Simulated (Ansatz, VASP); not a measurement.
**LiCl: VASP beside Ansatz**

The input INCAR:

```
SYSTEM = LiCl
ALGO = Normal
EDIFF = 1E-7
ENCUT = 520
GGA = PS
ISIF = 2
ISMEAR = 0
LASPH = .True.
LCHARG = .False.
LREAL = .False.
LWAVE = .False.
NBANDS = 12
NELM = 100
PREC = Accurate
SIGMA = 0.02
```

The input KPOINTS:

```
k-points
0
Gamma
  8 8 8
  0 0 0
```

Contents of POSCAR:

```
LiCl
1.0
   -0.0181841484      2.4696330516      2.4841495932
    2.4480890676     -0.0060784812      2.4720439260
    2.4506281800      2.4600664968     -0.0086175936
Li Cl
1 1
Direct
    0.0035013023      0.0057276314      0.0003431120
    0.4964986977      0.4942723686      0.4996568880
```

Input for Ansatz:

```yaml
crystal:
  lattice:
    - [-0.0181841484, 2.4696330516, 2.4841495932]
    - [2.4480890676, -0.0060784812, 2.472043926]
    - [2.45062818, 2.4600664968, -0.0086175936]
  atoms:
    - { symbol: Li, position: [0.0035013023, 0.0057276314, 0.000343112] }
    - { symbol: Cl, position: [0.4964986977, 0.4942723686, 0.499656888] }
basis:
  ecutwfc: 420
kpoints:
  mp_grid: { grid: [8, 8, 8] }
hamiltonian:
  xc: pbesol
scf:
  occupations: { method: gaussian, width: 0.02 }
output:
  forces: true
  stress: true
  eigenvalues: true
```

Change from the starting cell: all atoms moved at random, cell strained at random.

Alike in both runs: task single point; functional PBEsol; k mesh 8 × 8 × 8; occupations gaussian, width 0.02 eV; no spin polarisation.

```csv
,VASP,Ansatz
version,VASP 6.6.1,Ansatz 0.2.0
potentials or method,"VASP PAW PBE potentials, release 64 (Li_sv, Cl)","scalar-relativistic, plane waves, PAW"
plane-wave cutoff (eV),520,420
valence electrons in the cell,10,10
```

VASP gave:

- gap on the k mesh at the Fermi level (eV): 6.59
- least direct gap on the mesh (eV): 6.80
- rms of the force components (eV/Å): 0.046

**Question.** What did Ansatz give for the same quantities?

**Answer.** gap on the k mesh at the Fermi level (eV): 6.57; least direct gap on the mesh (eV): 6.79; rms of the force components (eV/Å): 0.045.

Atom by atom the forces differ by 0.001 eV/Å (rms over components).

Caveats: the PAW data sets were made with another functional, which shifts forces and pressure a little (VASP). A k mesh can miss the band edges.
